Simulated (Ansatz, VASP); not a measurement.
## SiC (Moissanite 3C) in VASP and in Ansatz

File INCAR:

```
  ALGO = Normal
  EDIFF = 1E-7
  ENCUT = 520
  GGA = PE
  ISIF = 2
  ISMEAR = 0
  LASPH = True
  LCHARG = False
  LREAL = False
  LWAVE = False
  NBANDS = 11
  NELM = 80
  PREC = Accurate
  SIGMA = 0.01
```

File KPOINTS:

```
k-points
0
Gamma
  5 5 5
```

File POSCAR:

```
SiC
1.0
    0.0000000000      2.1790000000      2.1790000000
    2.1790000000      0.0000000000      2.1790000000
    2.1790000000      2.1790000000      0.0000000000
Si C
1 1
Direct
    0.0000000000      0.0000000000      0.0000000000
    0.2500000000      0.2500000000      0.2500000000
```

Input for Ansatz:

```yaml
crystal:
  lattice:
    - [0.0, 2.179, 2.179]
    - [2.179, 0.0, 2.179]
    - [2.179, 2.179, 0.0]
  atoms:
    - { symbol: Si, position: [0.0, 0.0, 0.0] }
    - { symbol: C, position: [0.25, 0.25, 0.25] }
accuracy: medium
kpoints:
  mp_grid:
    grid: [5, 5, 5]
hamiltonian:
  xc: pbe
  pseudopotentials:
    kind: paw
scf:
  mixing:
    algorithm: msr1
    beta: 0.2
    ndim: 4
  occupations:
    method: fixed
  initial_density:
    normalization: cell
output:
  eigenvalues: true
```

Alike in both runs: task single point; functional PBE; k mesh 5 × 5 × 5; no spin polarisation.

|  | VASP | Ansatz |
| --- | --- | --- |
| version | VASP 6.6.1 | Ansatz 0.2.0 |
| potentials or method | VASP PAW PBE potentials, release 64 (Si, C) | plane waves, PAW |
| plane-wave cutoff (eV) | 520 | 420 |
| occupations | gaussian, width 0.01 eV | fixed |
| valence electrons in the cell | 8 | 8 |

|  | VASP | Ansatz | Ansatz less VASP |
| --- | --- | --- | --- |
| gap on the k mesh at the Fermi level (eV) | 1.81 | 1.81 | +0.002 |

Caveats: the k mesh is coarse (spacing up to 0.50 Å⁻¹), so the values aren't converged; an odd mesh through Γ misses points on the zone boundary, where band edges often lie.
